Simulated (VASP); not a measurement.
# CdS (Fm-3m) in VASP: notebook

The runs below take CdS through single point, with PBE0(alpha).

All numbers are computed with VASP 6.6.1; they aren't measurements. Logs are shortened: lines on timing, memory, paths and dates and some standing lists are left out, and cuts for length are marked.

## (1) Starting point

Symmetry: Fm-3m, No. 225, cubic system. The conventional cell has a = 5.506 Å, b = 5.506 Å, c = 5.506 Å, α = 90.00°, β = 90.00°, γ = 90.00°. Cd (site symmetry m-3m) has 6 S at 2.75 Å as nearest neighbours. S (site symmetry m-3m) has 6 Cd at 2.75 Å as nearest neighbours.

Measurements of this composition are mostly on another form, of space group No. 186.

## (2) Single point, PBE0(alpha)

POSCAR

```
CdS
1.0
    0.0000000000      2.7532440000      2.7532440000
    2.7532440000      0.0000000000      2.7532440000
    2.7532440000      2.7532440000      0.0000000000
Cd S
1 1
Direct
    0.0000000000      0.0000000000      0.0000000000
    0.5000000000      0.5000000000      0.5000000000
```

INCAR.step1

```
PREC = Accurate ; ENCUT = 520
EDIFF = 1E-5 ; ISMEAR = -1
SIGMA = 0.05 ; LREAL = F
LASPH = T ; NELM = 60
ALGO = Normal ; ISIF = 2
LWAVE = T ; LCHARG = F
GGA = PE
```

INCAR.step2

```
PREC = Accurate ; ENCUT = 520
EDIFF = 1E-6 ; ISMEAR = -1
SIGMA = 0.05 ; LREAL = F
LASPH = T ; NELM = 60
ALGO = Normal ; ISIF = 2
LWAVE = F ; LCHARG = F
GGA = PE ; LHFCALC = T
AEXX = 0.2 ; PRECFOCK = Fast
HFRCUT = -1 ; ISTART = 1
```

KPOINTS

```
regular mesh
0
Gamma
  4 4 4
```

Potentials or basis: VASP PAW PBE potentials, release 64 (Cd, S).

Run with:

```
$ cat potpaw_PBE.64/Cd/POTCAR potpaw_PBE.64/S/POTCAR > POTCAR
$ cp INCAR.step1 INCAR
$ mpirun -np 1 vasp_std > vasp.out
$ cp INCAR.step2 INCAR
$ mpirun -np 1 vasp_std > vasp.out
```

OUTCAR:

```text
PREC = Accurate
   ENCUT = 520
   EDIFF = 1E-6
   ISMEAR = -1
   LREAL = F
   LASPH = T
   NELM = 60
   ISIF = 2
   GGA = PE
   LHFCALC = T
   AEXX = 0.2
   PRECFOCK = Fast
   ISTART = 1

 ion  position               nearest neighbor table
   1  0.000  0.000  0.000-   2 2.75   2 2.75   2 2.75   2 2.75   2 2.75   2 2.75
   2  0.500  0.500  0.500-   1 2.75   1 2.75   1 2.75   1 2.75   1 2.75   1 2.75

  LATTYP: Found a face centered cubic cell.
 ALAT       =     5.5064880000

  Lattice vectors:

 A1 = (   0.0000000000,   2.7532440000,   2.7532440000)
 A2 = (   2.7532440000,   0.0000000000,   2.7532440000)
 A3 = (   2.7532440000,   2.7532440000,   0.0000000000)

Analysis of symmetry for initial positions (statically):
=====================================================================
 Subroutine PRICEL returns:
 Original cell was already a primitive cell.

 Routine SETGRP: Setting up the symmetry group for a
 face centered cubic supercell.

 Subroutine GETGRP returns: Found 48 space group operations
 (whereof 48 operations were pure point group operations)
 out of a pool of 48 trial point group operations.

The static configuration has the point symmetry O_h .

Analysis of symmetry for dynamics (positions and initial velocities):
=====================================================================
 Subroutine PRICEL returns:
 Original cell was already a primitive cell.

 Routine SETGRP: Setting up the symmetry group for a
 face centered cubic supercell.

 Subroutine GETGRP returns: Found 48 space group operations
 (whereof 48 operations were pure point group operations)
 out of a pool of 48 trial point group operations.

The dynamic configuration has the point symmetry O_h .

 Subroutine INISYM returns: Found 48 space group operations
 (whereof 48 operations are pure point group operations),
 and found     1 'primitive' translations

----------------------------------------------------------------------------------------

                                     Primitive cell

  volume of cell :      41.7411

  direct lattice vectors                    reciprocal lattice vectors
     0.000000000  2.753244000  2.753244000    -0.181603955  0.181603955  0.181603955
     2.753244000  0.000000000  2.753244000     0.181603955 -0.181603955  0.181603955
     2.753244000  2.753244000  0.000000000     0.181603955  0.181603955 -0.181603955

  length of vectors
     3.893675005  3.893675005  3.893675005     0.314547277  0.314547277  0.314547277

  position of ions in fractional coordinates (direct lattice)
     0.000000000  0.000000000  0.000000000
     0.500000000  0.500000000  0.500000000

  ion indices of the primitive-cell ions
   primitive index   ion index
                 1           1
                 2           2

----------------------------------------------------------------------------------------

 KPOINTS: regular mesh

Automatic generation of k-mesh.
 Grid dimensions read from file:
 generate k-points for:    4    4    4

 Generating k-lattice:

  Cartesian coordinates                     Fractional coordinates (reciprocal lattice)
    -0.045400989  0.045400989  0.045400989     0.250000000  0.000000000  0.000000000
     0.045400989 -0.045400989  0.045400989     0.000000000  0.250000000  0.000000000
     0.045400989  0.045400989 -0.045400989     0.000000000  0.000000000  0.250000000

  Length of vectors
     0.078636819  0.078636819  0.078636819

  Shift w.r.t. Gamma in fractional coordinates (k-lattice)
     0.000000000  0.000000000  0.000000000

 Subroutine IBZKPT returns following result:
 ===========================================

 Found      8 irreducible k-points:

 Following reciprocal coordinates:
            Coordinates               Weight
  0.000000  0.000000  0.000000      1.000000
  0.250000  0.000000  0.000000      8.000000
  0.500000  0.000000  0.000000      4.000000
  0.250000  0.250000  0.000000      6.000000
  0.500000  0.250000  0.000000     24.000000
 -0.250000  0.250000  0.000000     12.000000
  0.500000  0.500000  0.000000      3.000000
 -0.250000  0.500000  0.250000      6.000000
   k-points           NKPTS =      8   k-points in BZ     NKDIM =     64   number of bands    NBANDS=     13
   number of dos      NEDOS =    301   number of ions     NIONS =      2
   total plane-waves  NPLWV =  27000
   dimension x,y,z NGX =    30 NGY =   30 NGZ =   30
   dimension x,y,z NGXF=    60 NGYF=   60 NGZF=   60
   ions per type =               1   1
   NGX,Y,Z   is equivalent  to a cutoff of  12.81, 12.81, 12.81 a.u.
   NGXF,Y,Z  is equivalent  to a cutoff of  25.62, 25.62, 25.62 a.u.
 SYSTEM =  unknown system
   PREC   = accura    normal or accurate (medium, high low for compatibility)
   ISTART =      1    job   : 0-new  1-cont  2-samecut
   ICHARG =      0    charge: 1-file 2-atom 10-const
   ISPIN  =      1    spin polarized calculation?
   LNONCOLLINEAR =      F non collinear calculations
   LSORBIT =      F    spin-orbit coupling
   LASPH  =      T    aspherical Exc in radial PAW
   ENCUT  =  520.0 eV  38.22 Ry    6.18 a.u.   7.24  7.24  7.24*2*pi/ulx,y,z
   NELM   =     60;   NELMIN=  2; NELMDL=  0     # of ELM steps
   EDIFF  = 0.1E-05   stopping-criterion for ELM
   LREAL  =      F    real-space projection
   EDIFFG = 0.1E-04   stopping-criterion for IOM
   NSW    =      0    number of steps for IOM
   IBRION =     -1    ionic relax: 0-MD 1-quasi-New 2-CG
   NFREE  =      0    steps in history (QN), initial steepest desc. (CG)
   ISIF   =      2    stress and relaxation
   ISYM   =      3    0-nonsym 1-usesym 2-fastsym
   POTIM  = 0.5000    time-step for ionic-motion
   TEBEG  =    0.0;   TEEND  =   0.0 temperature during run
   PSTRESS=    0.0 pullay stress
   NELECT =      18.0000    total number of electrons
   NUPDOWN=      -1.0000    fix difference up-down
   EMIN   =  10.00;   EMAX   =-10.00  energy-range for DOS
   EFERMI =   0.00;   METHOD = LEGACY
   ISMEAR =    -1;   SIGMA  =   0.05  broadening in eV -4-tet -1-fermi 0-gaus
   EFERMI_NEDOS =   21; number of points for ismear=-14 and -15
   IALGO  =     38    algorithm
   IMIX   =      1    mixing-type and parameters
     AMIX     =   0.40;   BMIX     =  1.00
     AMIX_MAG =   1.60;   BMIX_MAG =  1.00
  volume/ion in A,a.u.               =      20.87       140.84
  Fermi-wavevector in a.u.,A,eV,Ry     =   1.236833  2.337275 20.813583  1.529755
  Thomas-Fermi vector in A             =   2.371425
   LORBIT       =      0    0 simple, 1 ext, 2 COOP (PROOUT), +10 PAW based schemes
   GGA     = PE    functional components
   LHFCALC =     T    Hartree Fock is set to
   PRECFOCK=fast      Normal, Fast or Accurate (Low or Medium for compatibility)
   ENCUT4O =  -1.0   cutoff for four orbital integrals eV
   NKREDX  =     1    reduce k-point grid by
   NKREDY  =     1    reduce k-point grid by
   NKREDZ  =     1    reduce k-point grid by
   AEXX    =    0.2000 exact exchange contribution
   HFSCREEN=    0.0000 screening length (either q_TF or 0.3 A-1)
   HFSCREENC=   0.0000 screening length for correlation (either q_TF or 0.3 A-1)
   ENCUTFOCK=  -1.0 apply spherical cutoff to Coloumb kernel
   IVDW    =     0    specifies the selected vdW correction
   LEPSILON=     F    determine dielectric tensor
   LRPA    =     F    only Hartree local field effects (RPA)
 non-spin polarized calculation
  energy-cutoff  :      520.00
  volume of cell :       41.74
 maximum number of plane-waves:      1158
 NGX is ok and might be reduce to    30
  NGX = 16; NGY = 16; NGZ = 16

 number of electron      18.0000005 magnetization

 Free energy of the ion-electron system (eV)
  ---------------------------------------------------
  ext. energy  EPLUGINS =         0.00000000
  ---------------------------------------------------
  free energy    TOTEN  =        -7.42567670 eV

  energy without entropy =       -7.42567666  energy(sigma->0) =       -7.42567668

 E-fermi :   2.7489     XC(G=0):  -8.5538

 val. band max:        1.9392933984   @ k =   0.5000   0.0000   0.0000
 cond. band min:       3.5038380286   @ k =   0.5000   0.5000   0.0000
 fundamental gap:      1.5645446302
 Fermi energy:         2.7488922150

 k-point     1 :       0.0000    0.0000    0.0000
  band No.  band energies     occupation
      1     -11.7587      2.00000
      2      -6.6933      2.00000
      3      -6.6933      2.00000
      4      -6.6734      2.00000
      5      -6.6734      2.00000
      6      -6.6734      2.00000
      7       1.2434      2.00000
      8       1.2434      2.00000
      9       1.2434      2.00000
     10       4.1376      0.00000
     11      12.6620      0.00000
     12      12.6620      0.00000
     13      12.6620      0.00000

 k-point     2 :       0.2500    0.0000    0.0000
  band No.  band energies     occupation
      1     -11.2336      2.00000
      2      -6.8340      2.00000
      3      -6.8340      2.00000
      4      -6.7299      2.00000
      5      -6.5812      2.00000
      6      -6.5812      2.00000
      7      -1.5290      2.00000
      8       1.5721      2.00000
      9       1.5721      2.00000
     10       6.6007      0.00000
     11      10.3132      0.00000
     12      10.9272      0.00000
     13      10.9272      0.00000

 k-point     3 :       0.5000    0.0000    0.0000
  band No.  band energies     occupation
      1     -10.5800      2.00000
      2      -6.9726      2.00000
      3      -6.9726      2.00000
      4      -6.8719      2.00000
      5      -6.4838      2.00000
      6      -6.4838      2.00000
      7      -3.1782      2.00000
      8       1.9393      2.00000
      9       1.9393      2.00000
     10       6.7786      0.00000
     11       9.3187      0.00000
     12       9.3187      0.00000
     13      10.4596      0.00000
[... 49 lines left out ...]
 k-point     7 :       0.5000    0.5000    0.0000
  band No.  band energies     occupation
      1     -10.8545      2.00000
      2      -6.8172      2.00000
      3      -6.5916      2.00000
      4      -6.4210      2.00000
      5      -6.4210      2.00000
      6      -5.6975      2.00000
      7      -2.4735      2.00000
      8      -0.2316      2.00000
      9      -0.2316      2.00000
     10       3.5038      0.00000
     11       9.2983      0.00000
     12      13.4365      0.00000
     13      14.9072      0.00000

 k-point     8 :      -0.2500    0.5000    0.2500
  band No.  band energies     occupation
      1     -10.6809      2.00000
      2      -6.8148      2.00000
      3      -6.6632      2.00000
      4      -6.6632      2.00000
      5      -6.4207      2.00000
      6      -5.8949      2.00000
      7      -1.3880      2.00000
      8      -1.3880      2.00000
      9      -0.8966      2.00000
     10       6.7183      0.00000
     11      10.1717      0.00000
     12      11.0889      0.00000
     13      11.0889      0.00000

------------------------ aborting loop because EDIFF is reached ----------------------------------------

  FORCE on cell =-STRESS in cart. coord.  units (eV):
  Direction    XX          YY          ZZ          XY          YZ          ZX
  --------------------------------------------------------------------------------------
  -------------------------------------------------------------------------------------
  Total       -0.3615170     -0.3615170     -0.3615170     -0.0000000     -0.0000000      0.0000000
  in kB      -13.8763499    -13.8763499    -13.8763499     -0.0000000     -0.0000000      0.0000000
  external PRESSURE =     -13.8763499 kB  Pullay stress =       0.0000000 kB

 VOLUME and BASIS-vectors are now :
 -----------------------------------------------------------------------------
  energy-cutoff  :      520.00
  volume of cell :       41.74
      direct lattice vectors                 reciprocal lattice vectors
     0.000000000  2.753244000  2.753244000    -0.181603955  0.181603955  0.181603955
     2.753244000  0.000000000  2.753244000     0.181603955 -0.181603955  0.181603955
     2.753244000  2.753244000  0.000000000     0.181603955  0.181603955 -0.181603955

 POSITION                                       TOTAL-FORCE (eV/Angst)
 -----------------------------------------------------------------------------------
      0.00000      0.00000      0.00000         0.000000     -0.000000      0.000000
      2.75324      2.75324      2.75324        -0.000000      0.000000      0.000000
 -----------------------------------------------------------------------------------
    total drift:                               -0.000000     -0.000000     -0.000000

  FREE ENERGIE OF THE ION-ELECTRON SYSTEM (eV)
  ---------------------------------------------------
  free  energy   TOTEN  =        -7.4256767024 eV

  energy  without entropy=       -7.4256766588  energy(sigma->0) =       -7.42567668
```

Run time: 97 s. Hardware: 1 thread of Intel Xeon Platinum 8559C (Emerald Rapids), shared host; peak memory 0.16 GiB.

Results:

```yaml
Free_energy: -7.4257 eV
Pressure: -1.4 GPa
Band_gap_on_the_k_mesh: 1.56 eV, indirect (least direct gap 2.89 eV)
```

Levels at points of the mesh, in eV from the valence-band top:
| k point | band 5 | band 6 | band 7 | band 8 | band 9 | band 10 | band 11 | band 12 | band 13 |
| --- | --- | --- | --- | --- | --- | --- | --- | --- | --- |
| (0.00, 0.00, 0.00) | -8.61 | -8.61 | -0.70 | -0.70 | -0.70 | 2.20 | 10.72 | 10.72 | 10.72 |
| (0.50, 0.00, 0.00) | -8.42 | -8.42 | -5.12 | 0.00 | 0.00 | 4.84 | 7.38 | 7.38 | 8.52 |
| (0.50, 0.50, 0.00) | -8.36 | -7.64 | -4.41 | -2.17 | -2.17 | 1.56 | 7.36 | 11.50 | 12.97 |

Caveat: the k mesh is coarse (spacing up to 0.49 Å⁻¹), so the values aren't converged, least of all with exact exchange; the PAW data sets were made with another functional, which shifts forces and pressure a little. A k mesh can miss the band edges.

[end of part 1 of 2]
